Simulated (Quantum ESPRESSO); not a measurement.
The system is HfN.

```
Hf N
1.0
     0.00000    2.25600    2.25600
     2.25600    0.00000    2.25600
     2.25600    2.25600    0.00000
Hf N
1 1
Direct
  0.00000 0.00000 0.00000
  0.50000 0.50000 0.50000
```

* Program: Quantum ESPRESSO 7.5
* Task: phonons and electron-phonon coupling
* Functional: PBE
* Potentials or basis: GBRV 1.5 PBE
* Cutoff: 612 eV
* Density cutoff: 4898 eV
* k mesh: 8 × 8 × 8
* Occupations: methfessel-paxton, width 0.272 eV
* Spin: no spin polarisation
* Mixing beta: 0.5
* Most SCF iterations: 120
* SCF threshold: 4e-10 Ry
* q mesh: 4 × 4 × 4

The cell and the atoms were relaxed first, to 11.72 Å³/atom (a = 3.213 Å, b = 3.213 Å, c = 3.213 Å, α = 60.00°, β = 60.00°, γ = 60.00°), and the response was taken there.

Q: What are the zero-point energy, and the vibrational entropy and heat capacity at 298.15 K?

A: Zero-point energy 55.6 meV/atom; entropy 2.93 k_B/atom (24.3 J/(K·mol of atoms)); Cv 2.44 k_B/atom, 81 % of the classical limit. These are harmonic values without the electrons' part.

Phonon frequencies at the corners of the path (cm⁻¹, interpolated; i marks imaginary ones):
| point | frequencies |
| --- | --- |
| Γ | 0 0 0 486 486 486 |
| X | 143 143 154 473 501 501 |
| W | 41 143 143 431 436 436 |
| K | 120 121 141 413 471 502 |
| L | 86 113 113 450 496 496 |
| U | 120 121 141 413 471 502 |

Harmonic thermodynamics per atom at this volume (zero-point energy 55.6 meV, Debye temperature from the second moment 650 K):
| T (K) | free energy (meV) | entropy (k_B) | heat capacity Cv (k_B) |
| --- | --- | --- | --- |
| 50 | 55.4 | 0.26 | 0.63 |
| 100 | 52.8 | 0.91 | 1.25 |
| 200 | 39.9 | 2.03 | 2.02 |
| 298.15 | 18.8 | 2.93 | 2.44 |
| 500 | -44.6 | 4.28 | 2.77 |
| 800 | -173.8 | 5.62 | 2.90 |

Phonon states per cell in windows of 25 cm⁻¹ (negative: imaginary):
```csv
from (cm⁻¹),total,Hf,N
0,0.00,0.00,0.00
25,0.02,0.02,0.00
50,0.08,0.08,0.00
75,0.32,0.31,0.01
100,1.19,1.17,0.02
125,1.29,1.27,0.02
150,0.09,0.09,0.00
175,0.00,0.00,0.00
200,0.00,0.00,0.00
225,0.00,0.00,0.00
250,0.00,0.00,0.00
275,0.00,0.00,0.00
300,0.00,0.00,0.00
325,0.00,0.00,0.00
350,0.00,0.00,0.00
375,0.00,0.00,0.00
400,0.05,0.00,0.04
425,0.34,0.01,0.33
450,0.85,0.02,0.83
475,1.05,0.02,1.03
500,0.72,0.01,0.71
```

Caveat: the mesh is thin for the phonons of a metal; λ from interpolated matrix elements is rough: modes that symmetry makes equal can differ by tens of percent.
